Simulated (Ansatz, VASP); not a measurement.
# V in VASP and in Ansatz

Contents of POSCAR:

```
V
1.0
   -1.4810303332      1.4810303332      1.4810303332
    1.4810303332     -1.4810303332      1.4810303332
    1.4810303332      1.4810303332     -1.4810303332
V
1
Direct
    0.0000000000      0.0000000000      0.0000000000
```

File INCAR.step1:

```
SYSTEM = V
PREC = Accurate ; ENCUT = 520
ISMEAR = 0 ; SIGMA = 0.05
LREAL = .False. ; LASPH = .True.
NELM = 100 ; NBANDS = 12
GGA = PE ; ALGO = Normal
EDIFF = 1E-4 ; LWAVE = .True.
LCHARG = .False.
```

INCAR.step2

```
SYSTEM = V
PREC = Accurate ; ENCUT = 520
EDIFF = 1E-6 ; ISMEAR = 0
SIGMA = 0.05 ; LREAL = .False.
LASPH = .True. ; NELM = 100
ALGO = Normal ; ISIF = 2
LWAVE = .False. ; LCHARG = .True.
METAGGA = R2SCAN ; LMIXTAU = .True.
LELF = .True. ; LVHAR = .True.
NBANDS = 12 ; ISTART = 1
```

The input KPOINTS:

```
regular mesh
0
Gamma
  20 20 20
  0 0 0
```

Input for Ansatz:

```yaml
crystal:
  lattice:
    - [-1.4810303332, 1.4810303332, 1.4810303332]
    - [1.4810303332, -1.4810303332, 1.4810303332]
    - [1.4810303332, 1.4810303332, -1.4810303332]
  atoms:
    - { symbol: V, position: [0.0, 0.0, 0.0] }
basis:
  ecutwfc: 500
  ecutrho_ratio: 4
kpoints:
  mp_grid: { grid: [20, 20, 20] }
hamiltonian:
  xc: r2scan
scf:
  occupations: { method: gaussian, width: 0.05 }
output:
  forces: true
  stress: true
  eigenvalues: true
```

Alike in both runs: task single point; functional r2SCAN; k mesh 20 × 20 × 20; occupations gaussian, width 0.05 eV; no spin polarisation.

```csv
,VASP,Ansatz
version,VASP 6.6.1,Ansatz 0.2.0
potentials or method,"VASP PAW PBE potentials, release 64 (V_sv)","scalar-relativistic, plane waves, PAW"
plane-wave cutoff (eV),520,500
valence electrons in the cell,13,13
```

|  | VASP | Ansatz | Ansatz less VASP |
| --- | --- | --- | --- |
| gap on the k mesh at the Fermi level (eV) | none | none | - |
| pressure (GPa) | 4.9 | 4.1 | -0.78 |

A gap of «none» marks a metal or a gap that the smearing closes.

Caveats: the PAW data sets were made with another functional, which shifts forces and pressure a little (VASP).
